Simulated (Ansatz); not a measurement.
# CrCuO2: the cost of one run

Program: Ansatz 0.2.0. Level of theory: DFT PBE, scalar-relativistic, plane waves, PAW. These are calculated values, not measurements.

## Step 1: The starting structure

The structure is trigonal, space group R-3m (No. 166). The conventional cell has a = 3.012 Å, b = 3.012 Å, c = 17.113 Å, α = 90.00°, β = 90.00°, γ = 120.00°. Around Cr (site symmetry -3m) lie 6 O at 2.00 Å. Cu (site symmetry -3m) has 2 O at 1.86 Å as nearest neighbours. O (site symmetry 3m) is surrounded by 1 Cu at 1.86 Å and 3 Cr at 2.00 Å.

Coordinates:

```cif
data_structure
_symmetry_space_group_name_H-M 'P 1'
_symmetry_Int_Tables_number 1
_cell_length_a 5.9634
_cell_length_b 5.9634
_cell_length_c 5.9634
_cell_angle_alpha 29.260
_cell_angle_beta 29.260
_cell_angle_gamma 29.260
_cell_volume 44.83
loop_
_atom_site_label
_atom_site_type_symbol
_atom_site_fract_x
_atom_site_fract_y
_atom_site_fract_z
_atom_site_occupancy
Cr1 Cr 0.50000 0.50000 0.50000 1
Cu1 Cu 0.00000 0.00000 0.00000 1
O1 O 0.10843 0.10843 0.10843 1
O2 O 0.89157 0.89157 0.89157 1
```

An earlier run at PBE left this cell at 11.207 Å³/atom and 0.02 GPa (14×14×14 mesh).

## Step 2: Ferrimagnetic, in the cell as typed

File input.yaml:

```yaml
crystal:
  lattice:
    - [1.506210112, 0.8696108136, 5.7041720337]
    - [-1.506210112, 0.8696108136, 5.7041720337]
    - [0.0, -1.7392216272, 5.7041720337]
  atoms:
    - { symbol: Cr, position: [0.5, 0.5, 0.5], spin: 4.0 }
    - { symbol: Cu, position: [0.0, 0.0, 0.0], spin: -1.0 }
    - { symbol: O, position: [0.1084322904, 0.1084322904, 0.1084322904] }
    - { symbol: O, position: [0.8915677096, 0.8915677096, 0.8915677096] }
basis:
  ecutwfc: 420
  ecutrho_ratio: 4
kpoints:
  mp_grid: { grid: [14, 14, 14] }
hamiltonian:
  xc: pbe
scf:
  occupations: { method: gaussian, width: 0.05 }
  lower_state_search: "off"
output:
  forces: true
  stress: true
  eigenvalues: true
  populations: true
magnetization:
  spin_polarized: true
```

The run is started by

```console
$ ansatz run input.yaml --threads 2 --pin off --max-ram 5120MiB --backend cpu --events-out ev --progress --plain --runs-dir out
```

What time and memory should one allow on 2 threads of Intel Xeon Platinum 8488C (Sapphire Rapids), shared host?

About 28 s, with a peak of 0.77 GiB.
